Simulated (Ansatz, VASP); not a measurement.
# Cd3Te5 in VASP and in Ansatz

```xyz
8
Lattice="6.2000 0.0000 0.0000 0.0000 6.2000 0.0000 0.0000 0.0000 6.2000" Properties=species:S:1:pos:R:3 pbc="T T T"
Cd    3.1000    0.0000    3.1000
Cd    3.1000    3.1000    0.0000
Cd    0.0000    3.1000    3.1000
Te    0.0000    0.0000    0.0000
Te    1.5500    4.6500    4.6500
Te    4.6500    4.6500    1.5500
Te    4.6500    1.5500    4.6500
Te    1.5500    1.5500    1.5500
```

Alike in both runs: task relaxation of cell and atoms; functional PBE; k mesh 3 × 3 × 3; occupations gaussian, width 0.2 eV; no spin polarisation.

|  | VASP | Ansatz |
| --- | --- | --- |
| version | VASP 6.6.1 | Ansatz 0.2.0 |
| potentials or method | VASP PAW PBE potentials, release 64 (Cd, Te) | scalar-relativistic, plane waves, PAW |
| plane-wave cutoff (eV) | 600 | 420 |
| valence electrons in the cell | 66 | 140 |

VASP gave:

* gap on the k mesh at the Fermi level, each at its own relaxed structure (eV): none
* relaxed volume (Å³/atom): 38.96
* relaxed cell length with the largest relative difference (Å): 6.780
* energy change over the relaxation (meV/atom): -469

Task: Estimate Ansatz's values.

Result: gap on the k mesh at the Fermi level, each at its own relaxed structure (eV): none; relaxed volume (Å³/atom): 38.77; relaxed cell length with the largest relative difference (Å): 6.769; energy change over the relaxation (meV/atom): -464.

A gap of «none» marks a metal or a gap that the smearing closes. The two sets of potentials don't hold the same shells in valence.

Caveats: the volume moved by over 15 % at a fixed basis, so the end points are rough (VASP). Spin-orbit coupling is left out, which matters for the levels of Te.
